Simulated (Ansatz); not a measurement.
Here is an Ansatz 0.2.0 calculation.

Contents of input.yaml:

```yaml
crystal:
  lattice:
    - [0.0, 2.04275, 2.04275]
    - [2.04275, 0.0, 2.04275]
    - [2.04275, 2.04275, 0.0]
  atoms:
    - { symbol: Ag, position: [0.0, 0.0, 0.0] }
kpoints:
  mp_grid: { grid: [8, 8, 8] }
scf:
  occupations: { method: fermi_dirac, width: 0.02 }
hamiltonian:
  xc: pbe
  pseudopotentials: { kind: all_electron, lapw: { basis_error: 0.003 } }
output:
  forces: true
  stress: true
  eigenvalues: true
```

Potentials or basis: all-electron LAPW, scalar-relativistic.

Run with:

```sh
$ ansatz run input.yaml --threads 1 --pin off --max-ram 2560MiB --backend cpu --events-out ev --progress --plain --runs-dir out
```

(1) Predict the pressure.

(2) Predict the band gap on the k mesh.

## Answers

(1) 5.3 GPa.

(2) none (metal or under the smearing width).
